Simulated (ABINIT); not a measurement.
# Si2Mo (I4/mmm) in ABINIT: relaxation of cell and atoms with r2SCAN

Aim: the relaxation of cell and atoms of Si2Mo with r2SCAN.

Everything below comes from runs of ABINIT 10.8.3 (patched build). Logs are shortened: lines on timing, memory, paths and dates and some standing lists are left out, and cuts for length are marked. The log counts tension as positive stress, the text compression.

## Step 1: The structure

It takes space group I4/mmm (No. 139, tetragonal). The conventional cell has a = 3.200 Å, b = 3.200 Å, c = 7.861 Å, α = 90.00°, β = 90.00°, γ = 90.00°. Mo (site symmetry 4/mmm) has 10 Si at 2.62 Å as nearest neighbours. Si (site symmetry 4mm) has 5 Si at 2.61 to 2.63 Å and 5 Mo at 2.62 Å as nearest neighbours.

## Step 2: Relaxation of cell and atoms, r2SCAN

Input file run.abi:

```
# Pseudopotentials
pp_dirpath "./"
pseudos "Mo.GGA_PBE-JTH.xml, Si.GGA_PBE-JTH.xml"

# Structure
acell 3*1.0 Angstrom
rprim
    -1.6000000000     1.6000000000     3.9305000000
     1.6000000000    -1.6000000000     3.9305000000
     1.6000000000     1.6000000000    -3.9305000000
ntypat 2
znucl 42 14
natom 3
typat 1 2 2
xred
     0.0000000000     0.0000000000     0.0000000000
     0.6670000000     0.6670000000     0.0000000000
     0.3330000000     0.3330000000     0.0000000000
chkprim 0
chksymtnons 0
tolsym 1.0e-6

# Plane-wave basis
ecut 18.0
pawecutdg 36.0

# k points
kptopt 1
ngkpt 10 10 10
nshiftk 1
shiftk 0.0 0.0 0.0

# Exchange and correlation
ixc -497498
usekden 1
pawxcdev 0

# Bands and occupations
nband 15
occopt 3
tsmear 0.05 eV

# SCF cycle
nstep 100
tolvrs 1.0e-7

# Output
iomode 3
prtwf 0
prtden 0
prteig 0
prtebands 0

# Relaxation
ionmov 2
ntime 60
tolmxf 5.0e-5
optcell 2
dilatmx 1.08
ecutsm 0.5
```

Potentials or basis: JTH PAW PBE v2.0.

Launch:

```console
$ mpirun --bind-to none -np 4 abinit run.abi > log 2>&1
```

run.abo:

```text
.Version 10.8.3 of ABINIT
 Symmetries : space group I4/m m m (#139); Bravais tI (body-center tetrag.)
================================================================================
 Values of the parameters that define the memory need of the present run
     intxc =       0    ionmov =       2      iscf =      17    lmnmax =      18
     lnmax =       6     mgfft =      36  mpssoang =       3    mqgrid =    3001
     natom =       3  nloc_mem =       2    nspden =       1   nspinor =       1
    nsppol =       1      nsym =      16    n1xccc =       1    ntypat =       2
    occopt =       3   xclevel =       2
       mpw =        1263          nfft =       46656          nkpt =         102
Pmy_natom=         1
 PAW method is used; the additional fine FFT grid is defined by:
   mgfftf=        50    nfftf =    125000
================================================================================
================================================================================

--------------------------------------------------------------------------------
------------- Echo of variables that govern the present computation ------------
--------------------------------------------------------------------------------
 -outvars: echo values of preprocessed input variables --------
            acell      1.8897261259E+00  1.8897261259E+00  1.8897261259E+00 Bohr
              amu      9.59400000E+01  2.80855000E+01
          chkprim           0
      chksymtnons           0
          dilatmx      1.08000000E+00
             ecut      1.80000000E+01 Hartree
           ecutsm      5.00000000E-01 Hartree
           ionmov           2
                       outvar_i_n : Printing only first  50 k-points.
              ixc     -497498
                       outvar_i_n : Printing only first  50 k-points.
         kptrlatt       10    0    0      0   10    0      0    0   10
          kptrlen      6.04712360E+01
            natom           3
            nband          15
            ngfft          36      36      36
          ngfftdg          50      50      50
             nkpt         102
            nstep         100
             nsym          16
            ntime          60
           ntypat           2
                       prtocc : prtvol=0, do not print more k-points.
           occopt           3
          optcell           2
        pawecutdg      3.60000000E+01 Hartree
         pawxcdev           0
           prtden           0
        prtebands           0
           prteig           0
          prtkden           1
            prtwf           0
            rprim     -1.6000000000E+00  1.6000000000E+00  3.9305000000E+00
                       1.6000000000E+00 -1.6000000000E+00  3.9305000000E+00
                       1.6000000000E+00  1.6000000000E+00 -3.9305000000E+00
          spgroup         139
           tolsym      1.00000000E-06
[... 1011 lines left out ...]

 cartesian forces (eV/Angstrom) at end:
    1     -0.00000000000000    -0.00000000000000    -0.00000000000000
    2      0.00000000000000     0.00000000000000     0.00013155737711
    3     -0.00000000000000    -0.00000000000000    -0.00013155737711
 frms,max,avg= 6.2016742E-05 1.3155738E-04   0.000E+00  0.000E+00  0.000E+00 e/A
 length scales=  8.540669775437  8.540669775437  8.540669775437 bohr
              =  4.519527807943  4.519527807943  4.519527807943 angstroms
 Fermi (or HOMO) energy (hartree) =   0.44566   Average Vxc (hartree)=  -0.48710
 Eigenvalues (hartree) for nkpt= 102  k points:
 kpt#   1, nband= 15, wtk=  0.00100, kpt=  0.0000  0.0000  0.0000 (reduced coord)
  -1.85500   -0.87817   -0.87499   -0.87499   -0.07380    0.19919    0.32010    0.33383
   0.34466    0.34466    0.46025    0.57515    0.57534    0.58258    0.58258
      occupation numbers for kpt#   1
   2.00000    2.00000    2.00000    2.00000    2.00000    2.00000    2.00000    2.00000
   2.00000    2.00000    0.00071    0.00000    0.00000    0.00000    0.00000
 prteigrs : prtvol=0 or 1, do not print more k-points.

--- !EnergyTerms
iteration_state     : {dtset: 1, itime: 8, icycle: 1, }
comment             : Components of total free energy in Hartree
kinetic             :  1.30411377934060E+01
hartree             :  1.64641766572716E+01
xc                  : -8.46595971198074E+00
Ewald energy        : -6.27650826706590E+01
psp_core            :  3.01832736194977E+00
local_psp           : -4.98850782702589E+01
PAW spherical_terms :  2.97263387500745E+01
internal            : -5.88661400901968E+01
'-kT*entropy'       : -5.34235118070979E-05
total_energy        : -5.88661935137086E+01
total_energy_eV     : -1.60183072853219E+03
...

--- !EnergyTermsDC
iteration_state     : {dtset: 1, itime: 8, icycle: 1, }
comment             : '"Double-counting" decomposition of free energy'
band_energy         : -5.32885069400492E+00
Ewald energy        : -6.27650826706590E+01
psp_core            :  3.01832736194977E+00
xc_dc               : -1.59776456531791E+01
PAW spherical_terms :  2.21871271187854E+01
internal            : -5.88661245371078E+01
'-kT*entropy'       : -5.34235118070979E-05
total_energy_dc     : -5.88661779606196E+01
total_energy_dc_eV  : -1.60183030531107E+03
...

--- !EnergyTermsWithPAWCore
iteration_state     : {dtset: 1, itime: 8, icycle: 1, }
comment             : 'Components of total free energy, including PAW core contributions'
Total energy        : -4.62980767950048E+03
Total energy DC     : -4.62980766394739E+03
Total energy (eV)   : -1.25983485011497E+05
Total energy DC (eV): -1.25983484588276E+05
...

 rms coord change=  1.6369E-03   atom, delta coord (reduced):
     1        0.000000000000      0.000000000000      0.000000000000
     2       -0.002455277219     -0.002455277219      0.000000000000
     3        0.002455277219      0.002455277219     -0.000000000000

 Cartesian components of stress tensor (hartree/bohr^3)
  sigma(1 1)= -2.16739144E-07  sigma(3 2)=  0.00000000E+00
  sigma(2 2)= -2.16739144E-07  sigma(3 1)=  0.00000000E+00
  sigma(3 3)= -1.54084863E-07  sigma(2 1)=  0.00000000E+00

-Cartesian components of stress tensor (GPa)         [Pressure=  5.7622E-03 GPa]
- sigma(1 1)= -6.37668578E-03  sigma(3 2)=  0.00000000E+00
- sigma(2 2)= -6.37668578E-03  sigma(3 1)=  0.00000000E+00
- sigma(3 3)= -4.53333319E-03  sigma(2 1)=  0.00000000E+00

== END DATASET(S) ==============================================================
================================================================================

 -outvars: echo values of variables after computation  --------
            acell      8.5406697754E+00  8.5406697754E+00  8.5406697754E+00 Bohr
           etotal     -5.8866177961E+01
            fcart     -0.0000000000E+00 -0.0000000000E+00 -0.0000000000E+00
                       6.2513989096E-23  1.7565798836E-21  2.5583836567E-06
                      -6.2513989096E-23 -1.7565798836E-21 -2.5583836567E-06
            rprim     -3.5447955116E-01  3.5447955116E-01  8.6526787507E-01
                       3.5447955116E-01 -3.5447955116E-01  8.6526787507E-01
                       3.5447955116E-01  3.5447955116E-01 -8.6526787507E-01
           strten     -2.1673914426E-07 -2.1673914426E-07 -1.5408486328E-07
                       0.0000000000E+00  0.0000000000E+00  0.0000000000E+00
           xangst      1.1110292218E-18  6.7056006001E-19  1.1846084775E-18
                       1.2579367594E-16 -2.1112819163E-16  5.1975401400E+00
                       4.4383289224E-17 -8.8698621802E-17  2.6236643054E+00
             xred      3.6073906456E-19  4.9820695313E-19  5.5602375406E-19
                       6.6454472278E-01  6.6454472278E-01 -2.6632410877E-17
                       3.3545527722E-01  3.3545527722E-01 -1.3830560070E-17
 Calculation completed.
```

Wall time 11 min (4 MPI ranks of Arm Neoverse V1, shared host); peak memory 0.64 GiB.

What came out:

| Property | Result |
| --- | --- |
| Free energy | -1601.8303 eV |
| Relaxed volume | 13.38 Å³/atom |
| Relaxed cell | a = 4.520 Å, b = 4.520 Å, c = 4.520 Å, α = 138.48°, β = 138.48°, γ = 60.17° |
| Space group after relaxing (to 0.05 Å) | I4/mmm (No. 139) |
| Energy gained by relaxing | 3.1 meV/atom |
| Ionic steps | 8 |
| Pressure after relaxing | 0.0 GPa |
| Band gap on the k mesh | none (metal or under the smearing width) |
| Valence electrons inside the program's atomic spheres | Mo 11.40; Si 1.53 |

The path:
```tsv
step	energy change (eV)	largest force (eV/Å)	pressure (GPa)	volume (Å³)
1	0.0000	0.3804	-1.04	40.25
2	-0.0042	0.3004	-0.23	40.12
3	-0.0080	0.1054	0.74	40.00
4	-0.0087	0.0531	0.42	40.07
5	-0.0091	0.0068	-0.03	40.15
6	-0.0092	0.0019	-0.07	40.16
7	-0.0092	0.0001	-0.02	40.15
8	-0.0092	0.0001	0.01	40.15
```

Final structure:
```yaml
crystal:
  lattice:
    - [-1.60208, 1.60208, 3.91060]
    - [1.60208, -1.60208, 3.91060]
    - [1.60208, 1.60208, -3.91060]
  atoms:
    - { symbol: Mo, position: [0.00000, 0.00000, 0.00000] }
    - { symbol: Si, position: [0.66454, 0.66454, 0.00000] }
    - { symbol: Si, position: [0.33546, 0.33546, 0.00000] }
```

Caveat: totals of a meta-GGA on PAW files have another zero than those of a GGA; the PAW data sets were made with another functional, which shifts forces and pressure a little.
